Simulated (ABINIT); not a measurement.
**Ge in ABINIT: the effect of functional**

The system is Ge.

```xyz
4
Lattice="3.9976 0.0000 0.0000 -1.9988 3.4620 0.0000 0.0000 0.0000 6.5994" Properties=species:S:1:pos:R:3 pbc="T T T"
Ge    0.0000    2.3080    6.1843
Ge    1.9988    1.1540    2.8846
Ge    0.0000    2.3080    3.7148
Ge    1.9988    1.1540    0.4151
```

This isn't the form of Ge at room conditions, which is diamond.

Alike in all runs:

```yaml
Program: ABINIT 10.8.3 (patched build)
Task: band structure
Potentials_or_basis: JTH PAW PBE v2.0
Cutoff: 707 eV
k_mesh: 8 × 8 × 4
Occupations: fermi-dirac, width 0.05 eV
Spin: no spin polarisation
```

Q: One run gave: pressure -1.9 GPa. Which functional did it use?
A. LDA
B. AM05
C. BLYP
D. PBEsol

A: A.

```tsv
functional	pressure (GPa)
LDA	-1.9
PBEsol	0.1
BLYP	6.7
AM05	0.2
```

Caveats: the PAW data sets were made with another functional, which shifts forces and pressure a little.
